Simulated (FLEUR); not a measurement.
Runs of FLEUR MaX-R8.1 (later development tree) on V. It takes space group P6_3/mmc (No. 194, hexagonal). The conventional cell has a = 2.604 Å, b = 2.604 Å, c = 4.723 Å, α = 90.00°, β = 90.00°, γ = 120.00°. V (site symmetry -6m2) is surrounded by 12 V at 2.60 to 2.80 Å. This isn't the form of V at room conditions, which is bcc.

```csv
task,level,spin,U,k mesh,gmax,muffin-tin radii,local orbitals a species,max iterations,mixing factor,kmax,gap on the mesh (eV),moment (μB)
single point,LDA+U,"collinear, ferromagnetic start",V d U = 6 eV,10 × 10 × 5,13.4 1/bohr,V 2.26 bohr,V 4,100,0.05,4.34 1/bohr,none,(a)
single point,LDA+U,"collinear, ferromagnetic start",V d U = 3 eV,10 × 10 × 5,13.4 1/bohr,V 2.26 bohr,V 4,100,0.05,4.34 1/bohr,none,1.27
single point,LDA+U,"collinear, ferromagnetic start",V d U = 1 eV,10 × 10 × 5,13.4 1/bohr,V 2.26 bohr,V 4,100,0.05,4.34 1/bohr,none,0.00
single point,LDA+U,"collinear, ferromagnetic start",V d U = 4 eV,10 × 10 × 5,13.4 1/bohr,V 2.26 bohr,V 4,100,0.05,4.34 1/bohr,none,1.90
single point,LDA+U,"collinear, ferromagnetic start",V d U = 2 eV,10 × 10 × 5,13.4 1/bohr,V 2.26 bohr,V 4,100,0.05,4.34 1/bohr,none,0.00
single point,LDA+U,"collinear, ferromagnetic start",V d U = 0.0 eV,10 × 10 × 5,13.4 1/bohr,V 2.26 bohr,V 4,100,0.05,4.34 1/bohr,none,0.00
single point,LDA+U,"collinear, ferromagnetic start",V d U = 5 eV,10 × 10 × 5,13.4 1/bohr,V 2.26 bohr,V 4,100,0.05,4.34 1/bohr,none,2.06
```

Alike in all rows: potentials or basis all-electron, FLAPW; cell as given; smearing fermi-dirac 0.05 eV.

Question: Fill in the values left out.

Answer: (a) 2.64.

Caveats: the U is typed as a test and isn't derived for this compound.

A k mesh can miss the band edges.

A gap of «none» marks a metal or a gap under the smearing width.

Not every run made on this cell is shown here.
